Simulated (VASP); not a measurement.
# Pb in VASP: notebook, part 2 of 2

VASP 6.6.1. The steps go on from the part before.

## Step 3: Relaxation of the atoms, PBE

Contents of INCAR:

```
SYSTEM = Pb
PREC = Accurate
ENCUT = 520
EDIFF = 1E-6
ISMEAR = 1
SIGMA = 0.1
LREAL = .FALSE.
LASPH = .TRUE.
NELM = 80
ALGO = Normal
ISIF = 2
LWAVE = .FALSE.
LCHARG = .FALSE.
LDIPOL = .TRUE.
IDIPOL = 3
DIPOL = 0.5 0.5 0.500
GGA = PE
IBRION = 2
NSW = 80
EDIFFG = -0.02
```

Contents of KPOINTS:

```
regular mesh
0
G
  12 12 1
  0 0 0
```

Contents of POSCAR:

```
Pb
1.0
    3.5645663000      0.0000000000      0.0000000000
   -1.7822831500      3.0870049700      0.0000000000
    0.0000000000      0.0000000000     17.9104561900
Pb
2
Direct
    0.6666666700      0.3333333300      0.4187498000
    0.3333333300      0.6666666700      0.5812502000
```

Potentials or basis: VASP PAW PBE potentials, release 64 (Pb_d).

On the command line:

```
$ cat potpaw_PBE.64/Pb_d/POTCAR > POTCAR
$ mpirun -np 1 vasp_std > vasp.out
```

OUTCAR:

```text
SYSTEM = Pb
   PREC = Accurate
   ENCUT = 520
   EDIFF = 1E-6
   ISMEAR = 1
   LREAL = .FALSE.
   LASPH = .TRUE.
   NELM = 80
   ISIF = 2
   GGA = PE
   IBRION = 2
   NSW = 80
   EDIFFG = -0.02

 ion  position               nearest neighbor table
   1  0.667  0.333  0.419-   2 3.56   2 3.56   2 3.56
   2  0.333  0.667  0.581-   1 3.56   1 3.56   1 3.56

  LATTYP: Found a hexagonal cell.
 ALAT       =     3.5645663000
 C/A-ratio  =     5.0245821462

  Lattice vectors:

 A1 = (   3.5645663000,   0.0000000000,   0.0000000000)
 A2 = (  -1.7822831500,   3.0870049700,   0.0000000000)
 A3 = (   0.0000000000,   0.0000000000,  17.9104561900)

Analysis of symmetry for initial positions (statically):
=====================================================================
 Subroutine PRICEL returns:
 Original cell was already a primitive cell.

 Routine SETGRP: Setting up the symmetry group for a
 hexagonal supercell.

 Subroutine GETGRP returns: Found 12 space group operations
 (whereof 12 operations were pure point group operations)
 out of a pool of 24 trial point group operations.

The static configuration has the point symmetry D_3d.

Analysis of symmetry for dynamics (positions and initial velocities):
=====================================================================
 Subroutine PRICEL returns:
 Original cell was already a primitive cell.

 Routine SETGRP: Setting up the symmetry group for a
 hexagonal supercell.

 Subroutine GETGRP returns: Found 12 space group operations
 (whereof 12 operations were pure point group operations)
 out of a pool of 24 trial point group operations.

The dynamic configuration has the point symmetry D_3d.

 Subroutine INISYM returns: Found 12 space group operations
 (whereof 12 operations are pure point group operations),
 and found     1 'primitive' translations

----------------------------------------------------------------------------------------

                                     Primitive cell

  volume of cell :     197.0837

  direct lattice vectors                    reciprocal lattice vectors
     3.564566300  0.000000000  0.000000000     0.280539038  0.161969289  0.000000000
    -1.782283150  3.087004970  0.000000000     0.000000000  0.323938578  0.000000000
     0.000000000  0.000000000 17.910456190     0.000000000  0.000000000  0.055833307

  length of vectors
     3.564566300  3.564566301 17.910456190     0.323938578  0.323938578  0.055833307

  position of ions in fractional coordinates (direct lattice)
     0.666666670  0.333333330  0.418749800
     0.333333330  0.666666670  0.581250200

  ion indices of the primitive-cell ions
   primitive index   ion index
[... 67 lines left out ...]
   NELM   =     80;   NELMIN=  2; NELMDL= -5     # of ELM steps
   EDIFF  = 0.1E-05   stopping-criterion for ELM
   LREAL  =      F    real-space projection
   EDIFFG = -.2E-01   stopping-criterion for IOM
   NSW    =     80    number of steps for IOM
   IBRION =      2    ionic relax: 0-MD 1-quasi-New 2-CG
   NFREE  =      1    steps in history (QN), initial steepest desc. (CG)
   ISIF   =      2    stress and relaxation
   ISYM   =      2    0-nonsym 1-usesym 2-fastsym
   POTIM  = 0.5000    time-step for ionic-motion
   TEBEG  =    0.0;   TEEND  =   0.0 temperature during run
   PSTRESS=    0.0 pullay stress
   NELECT =      28.0000    total number of electrons
   NUPDOWN=      -1.0000    fix difference up-down
   EMIN   =  10.00;   EMAX   =-10.00  energy-range for DOS
   EFERMI =   0.00;   METHOD = LEGACY
   ISMEAR =     1;   SIGMA  =   0.10  broadening in eV -4-tet -1-fermi 0-gaus
   EFERMI_NEDOS =   21; number of points for ismear=-14 and -15
   IALGO  =     38    algorithm
   IMIX   =      4    mixing-type and parameters
     AMIX     =   0.40;   BMIX     =  1.00
     AMIX_MAG =   1.60;   BMIX_MAG =  1.00
  volume/ion in A,a.u.               =      98.54       664.99
  Fermi-wavevector in a.u.,A,eV,Ry     =   0.854235  1.614270  9.928405  0.729717
  Thomas-Fermi vector in A             =   1.970800
   LORBIT       =      0    0 simple, 1 ext, 2 COOP (PROOUT), +10 PAW based schemes
   GGA     = PE    functional components
   LHFCALC =     F    Hartree Fock is set to
   AEXX    =    0.0000 exact exchange contribution
   IVDW    =     0    specifies the selected vdW correction
   LEPSILON=     F    determine dielectric tensor
   LRPA    =     F    only Hartree local field effects (RPA)
 conjugate gradient relaxation of ions
 non-spin polarized calculation
 Methfessel and Paxton  Order N= 1 SIGMA  =   0.10
  energy-cutoff  :      520.00
  volume of cell :      197.08
 maximum number of plane-waves:      5359
 NGX is ok and might be reduce to    28
   NGX = 13   NGY = 13   NGZ = 67

--------------------------------------- Ionic step        1  -------------------------------------------

 number of electron      28.0000002 magnetization

 Free energy of the ion-electron system (eV)
  ---------------------------------------------------
  ext. energy  EPLUGINS =         0.00000000
  ---------------------------------------------------
  free energy    TOTEN  =        -6.75714268 eV

  energy without entropy =       -6.75749354  energy(sigma->0) =       -6.75725963

------------------------ aborting loop because EDIFF is reached ----------------------------------------

  FORCE on cell =-STRESS in cart. coord.  units (eV):
  Direction    XX          YY          ZZ          XY          YZ          ZX
  --------------------------------------------------------------------------------------
  -------------------------------------------------------------------------------------
  Total       -1.0287438     -1.0287438     -1.4962713      0.0000000      0.0000000      0.0000000
  in kB       -8.3630969     -8.3630969    -12.1638275      0.0000000      0.0000000      0.0000000
  external PRESSURE =      -9.6300071 kB  Pullay stress =       0.0000000 kB
[... 131 lines left out ...]
--------------------------------------- Ionic step        5  -------------------------------------------

 number of electron      28.0000003 magnetization

 dipolmoment           0.000000      0.000000     -0.000000 electrons x Angstroem

------------------------ aborting loop because EDIFF is reached ----------------------------------------

  FORCE on cell =-STRESS in cart. coord.  units (eV):
  Direction    XX          YY          ZZ          XY          YZ          ZX
  --------------------------------------------------------------------------------------
  -------------------------------------------------------------------------------------
  Total       -0.4272518     -0.4272518     -0.1260853      0.0000000      0.0000000      0.0000000
  in kB       -3.4733123     -3.4733123     -1.0250015      0.0000000      0.0000000      0.0000000
  external PRESSURE =      -2.6572087 kB  Pullay stress =       0.0000000 kB
[... 23 lines left out ...]
--------------------------------------- Ionic step        6  -------------------------------------------

 number of electron      28.0000002 magnetization

 dipolmoment           0.000000      0.000000      0.000000 electrons x Angstroem

 Free energy of the ion-electron system (eV)
  ---------------------------------------------------
  ext. energy  EPLUGINS =         0.00000000
  ---------------------------------------------------
  free energy    TOTEN  =        -6.83676304 eV

  energy without entropy =       -6.83610257  energy(sigma->0) =       -6.83654289

 E-fermi :  -0.2877     XC(G=0):  -3.9464

 val. band max:       -0.3203183132   @ k =   0.2500   0.1667   0.0000
 cond. band min:      -0.2158045856   @ k =   0.4167   0.1667   0.0000
 fundamental gap:      0.1045137276
 Fermi energy:        -0.2877275438

 k-point     1 :       0.0000    0.0000    0.0000
  band No.  band energies     occupation
      1     -17.3827      2.00000
      2     -17.3555      2.00000
      3     -17.3555      2.00000
      4     -17.3460      2.00000
      5     -17.3460      2.00000
      6     -17.3264      2.00000
[... 388 lines left out ...]
     17       2.3549      0.00000
     18       2.3549      0.00000

------------------------ aborting loop because EDIFF is reached ----------------------------------------

 vacuum level on the upper side and lower side of the slab       (xc-potential included)        -0.127        -0.127

  FORCE on cell =-STRESS in cart. coord.  units (eV):
  Direction    XX          YY          ZZ          XY          YZ          ZX
  --------------------------------------------------------------------------------------
  -------------------------------------------------------------------------------------
  Total       -0.4007660     -0.4007660     -0.0374654     -0.0000000      0.0000000      0.0000000
  in kB       -3.2579981     -3.2579981     -0.3045723     -0.0000000      0.0000000      0.0000000
  external PRESSURE =      -2.2735228 kB  Pullay stress =       0.0000000 kB
[... 17 lines left out ...]
  FREE ENERGIE OF THE ION-ELECTRON SYSTEM (eV)
  ---------------------------------------------------
  free  energy   TOTEN  =        -6.8367630435 eV

  energy  without entropy=       -6.8361025680  energy(sigma->0) =       -6.83654289

 reached required accuracy - stopping structural energy minimisation

 vacuum level on the upper side and lower side of the slab         3.298         3.298
```

Wall time 5.2 min (1 thread of Intel Xeon Platinum 8488C (Sapphire Rapids), shared host); peak memory 0.35 GiB.

What came out:

| Quantity | Value |
| --- | --- |
| Free energy | -6.8368 eV |
| Energy gained by relaxing | 39.8 meV/atom |
| Ionic steps | 6 |
| Band gap on the k mesh | none (metal or under the smearing width) |

The path:
```csv
step,energy change (eV),largest force (eV/Å),pressure (GPa)
1,0.0000,0.5040,-0.96
2,-0.0237,0.4692,-0.85
3,-0.0736,0.1850,-0.43
4,0.0043,0.8543,0.77
5,-0.0794,0.0362,-0.27
6,-0.0796,0.0009,-0.23
```

Final structure:
```cif
data_structure
_symmetry_space_group_name_H-M 'P 1'
_symmetry_Int_Tables_number 1
_cell_length_a 3.5646
_cell_length_b 3.5646
_cell_length_c 17.9105
_cell_angle_alpha 90.000
_cell_angle_beta 90.000
_cell_angle_gamma 120.000
_cell_volume 197.08
loop_
_atom_site_label
_atom_site_type_symbol
_atom_site_fract_x
_atom_site_fract_y
_atom_site_fract_z
_atom_site_occupancy
Pb1 Pb 0.66667 0.33333 0.42597 1
Pb2 Pb 0.33333 0.66667 0.57403 1
```

Levels at points of the mesh, in eV from the Fermi level:
```tsv
k point	band 11	band 12	band 13	band 14	band 15	band 16	band 17	band 18
(0.00, 0.00, 0.00)	-11.15	-8.83	-2.42	1.40	3.21	4.22	4.53	5.51
(0.50, 0.00, 0.00)	-8.04	-7.14	-3.24	-2.31	1.13	2.36	2.58	4.61
```

## Step 4: Single point, PBE

Contents of INCAR:

```
PREC     = Accurate       # precision mode
ENCUT    = 520            # plane-wave cutoff, eV
EDIFF    = 1E-6           # SCF threshold, eV
ISMEAR   = 1              # smearing method
SIGMA    = 0.1            # smearing width, eV
LREAL    = F              # projectors in reciprocal space
LASPH    = T              # aspherical terms in the spheres
NELM     = 80             # most SCF steps
ALGO     = Fast           # electronic algorithm
ISIF     = 2              # what is computed and relaxed
LWAVE    = F              # write WAVECAR
LCHARG   = F              # write CHGCAR
LDIPOL   = T            
IDIPOL   = 3            
DIPOL    = 0.5 0.5 0.500
GGA      = PE             # functional
LVHAR    = T            
LVACPOTAV= T            
ICORELEVEL= 1
```

Contents of KPOINTS:

```
Automatic mesh
0
Gamma
  12 12 1
```

Contents of POSCAR:

```
Pb                                      
1.0
    3.5645663000      0.0000000000      0.0000000000
   -1.7822831500      3.0870049700      0.0000000000
    0.0000000000      0.0000000000     17.9104561900
  Pb            
     2
Direct
     0.6666666699999979    0.3333333300000021    0.4259679365176494
     0.3333333300000021    0.6666666699999979    0.5740320634823507
```

Potentials or basis: VASP PAW PBE potentials, release 64 (Pb_d).

On the command line:

```
$ cat potpaw_PBE.64/Pb_d/POTCAR > POTCAR
$ mpirun -np 1 vasp_std > vasp.out
```

OUTCAR:

```text
PREC = Accurate
   ENCUT = 520
   EDIFF = 1E-6
   ISMEAR = 1
   LREAL = F
   LASPH = T
   NELM = 80
   ISIF = 2
   GGA = PE

 ion  position               nearest neighbor table
   1  0.667  0.333  0.426-   2 3.36   2 3.36   2 3.36
   2  0.333  0.667  0.574-   1 3.36   1 3.36   1 3.36

  LATTYP: Found a hexagonal cell.
 ALAT       =     3.5645663000
 C/A-ratio  =     5.0245821462

  Lattice vectors:

 A1 = (   3.5645663000,   0.0000000000,   0.0000000000)
 A2 = (  -1.7822831500,   3.0870049700,   0.0000000000)
 A3 = (   0.0000000000,   0.0000000000,  17.9104561900)

Analysis of symmetry for initial positions (statically):
=====================================================================
 Subroutine PRICEL returns:
 Original cell was already a primitive cell.

 Routine SETGRP: Setting up the symmetry group for a
 hexagonal supercell.

 Subroutine GETGRP returns: Found 12 space group operations
 (whereof 12 operations were pure point group operations)
 out of a pool of 24 trial point group operations.

The static configuration has the point symmetry D_3d.

Analysis of symmetry for dynamics (positions and initial velocities):
[... 165 lines left out ...]

 E-fermi :  -0.2888     XC(G=0):  -3.9533

 val. band max:       -0.3214090551   @ k =   0.2500   0.1667   0.0000
 cond. band min:      -0.2169517593   @ k =   0.4167   0.1667   0.0000
 fundamental gap:      0.1044572958
 Fermi energy:        -0.2888279014

 k-point     1 :       0.0000    0.0000    0.0000
  band No.  band energies     occupation
      1     -17.3841      2.00000
      2     -17.3569      2.00000
      3     -17.3569      2.00000
      4     -17.3473      2.00000
      5     -17.3473      2.00000
      6     -17.3277      2.00000
[... 376 lines left out ...]
      5     -17.2428      2.00000
      6     -17.2428      2.00000
[... 10 lines left out ...]
     17       2.3538      0.00000
     18       2.3538      0.00000

------------------------ aborting loop because EDIFF is reached ----------------------------------------

  FORCE on cell =-STRESS in cart. coord.  units (eV):
  Direction    XX          YY          ZZ          XY          YZ          ZX
  --------------------------------------------------------------------------------------
  -------------------------------------------------------------------------------------
  Total       -0.4000261     -0.4000261     -0.0346077      0.0000000      0.0000000     -0.0000000
  in kB       -3.2519827     -3.2519827     -0.2813405      0.0000000      0.0000000     -0.0000000
  external PRESSURE =      -2.2617686 kB  Pullay stress =       0.0000000 kB

 VOLUME and BASIS-vectors are now :
 -----------------------------------------------------------------------------
  energy-cutoff  :      520.00
  volume of cell :      197.08
      direct lattice vectors                 reciprocal lattice vectors
     3.564566300  0.000000000  0.000000000     0.280539038  0.161969289  0.000000000
    -1.782283150  3.087004970  0.000000000     0.000000000  0.323938578  0.000000000
     0.000000000  0.000000000 17.910456190     0.000000000  0.000000000  0.055833307

 POSITION                                       TOTAL-FORCE (eV/Angst)
 -----------------------------------------------------------------------------------
      1.78228      1.02900      7.62928         0.000000      0.000000      0.001733
     -0.00000      2.05800     10.28118        -0.000000     -0.000000     -0.001733
 -----------------------------------------------------------------------------------
    total drift:                                0.000000      0.000000      0.000000

  FREE ENERGIE OF THE ION-ELECTRON SYSTEM (eV)
  ---------------------------------------------------
  free  energy   TOTEN  =        -6.8367634596 eV

  energy  without entropy=       -6.8361019236  energy(sigma->0) =       -6.83654295

 vacuum level on the upper side and lower side of the slab         3.399         3.399
```

It took 2.1 min on 1 thread of Intel Xeon Platinum 8488C (Sapphire Rapids), shared host; peak memory 0.32 GiB.

Results:

- Free energy: -6.8368 eV
- Band gap on the k mesh: none (metal or under the smearing width)
- Work function of the upper face: 3.69 eV
- Work function of the lower face: 3.69 eV

Levels at points of the mesh, in eV from the Fermi level:
```csv
k point,band 11,band 12,band 13,band 14,band 15,band 16,band 17,band 18
"(0.00, 0.00, 0.00)",-11.15,-8.83,-2.42,1.40,3.20,4.21,4.53,5.51
"(0.50, 0.00, 0.00)",-8.04,-7.14,-3.24,-2.31,1.13,2.36,2.58,4.61
```

Core levels (eV, on the scale of the bands):
```csv
atom,levels
1 Pb,"1s -88088.1, 2s -15749.6, 2p -13504.3, 3s -3777.8, 3p -3134.4, 3d -2479.4, 4s -852.4, 4p -641.6, 4d -397.9, 4f -129.0, 5s -140.1, 5p -81.8"
2 Pb,"1s -88088.1, 2s -15749.6, 2p -13504.3, 3s -3777.8, 3p -3134.4, 3d -2479.4, 4s -852.4, 4p -641.6, 4d -397.9, 4f -129.0, 5s -140.1, 5p -81.8"
```
